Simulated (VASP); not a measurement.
The system is GaAs.

```
Ga As
1.0
     0.00000    2.87509    2.87509
     2.87509    0.00000    2.87509
     2.87509    2.87509    0.00000
Ga As
1 1
Direct
  0.00000 0.00000 0.00000
  0.75000 0.75000 0.75000
```

The cell is a database's computed one.

```yaml
Program: VASP 6.6.1
Task: relaxation of cell and atoms
Functional: PBEsol
Potentials_or_basis: VASP PAW PBE potentials, release 64 (Ga_d, As)
Cutoff: 600 eV
k_mesh: 10 × 10 × 10
Occupations: gaussian, width 0.1 eV
Spin: no spin polarisation
```

At the start: pressure -2.9 GPa; volume 23.77 Å³/atom.

Where does the relaxation end?

Over 3 steps the energy falls by 9.9 meV/atom and the volume is 22.70 Å³/atom (-4.5 %); space group F-43m (No. 216, to 0.05 Å).

Step by step:
| step | energy change (eV) | largest force (eV/Å) | pressure (GPa) | volume (Å³) |
| --- | --- | --- | --- | --- |
| 1 | 0.0000 | 0.0000 | -2.86 | 47.53 |
| 2 | -0.0172 | 0.0000 | 1.15 | 44.67 |
| 3 | -0.0198 | 0.0000 | 0.00 | 45.40 |

Final structure:
```yaml
crystal:
  lattice:
    - [0.00000, 2.83140, 2.83140]
    - [2.83140, 0.00000, 2.83140]
    - [2.83140, 2.83140, 0.00000]
  atoms:
    - { symbol: Ga, position: [0.00000, 0.00000, 0.00000] }
    - { symbol: As, position: [0.75000, 0.75000, 0.75000] }
```

Caveat: the PAW data sets were made with another functional, which shifts forces and pressure a little.
